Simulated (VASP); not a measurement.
Input of a VASP 6.6.1 run:

The input INCAR:

```
SYSTEM = AgCl
ALGO = Fast
EDIFF = 1E-7
ENCUT = 520
GGA = PE
ISIF = 2
ISMEAR = 0
LASPH = .TRUE.
LCHARG = .FALSE.
LREAL = .FALSE.
LWAVE = .FALSE.
NBANDS = 16
NELM = 80
PREC = Accurate
SIGMA = 0.01
```

File KPOINTS:

```
k-points
0
G
  8 8 8
  0 0 0
```

POSCAR

```
AgCl
1.0
    0.0000000000      2.8058183335      2.8058183335
    2.8058183335      0.0000000000      2.8058183335
    2.8058183335      2.8058183335      0.0000000000
Ag Cl
1 1
Direct
    0.0000000000      0.0000000000      0.0000000000
    0.5000000000      0.5000000000      0.5000000000
```

Potentials or basis: VASP PAW PBE potentials, release 64 (Ag, Cl).

Command:

```console
$ cat potpaw_PBE.64/Ag/POTCAR potpaw_PBE.64/Cl/POTCAR > POTCAR
$ mpirun -np 1 vasp_std > vasp.out
```

(1) Estimate the band gap on the k mesh.

(2) Estimate the pressure.

Results:

(1) 0.92 eV, indirect (least direct gap 3.08 eV).

(2) -0.1 GPa.
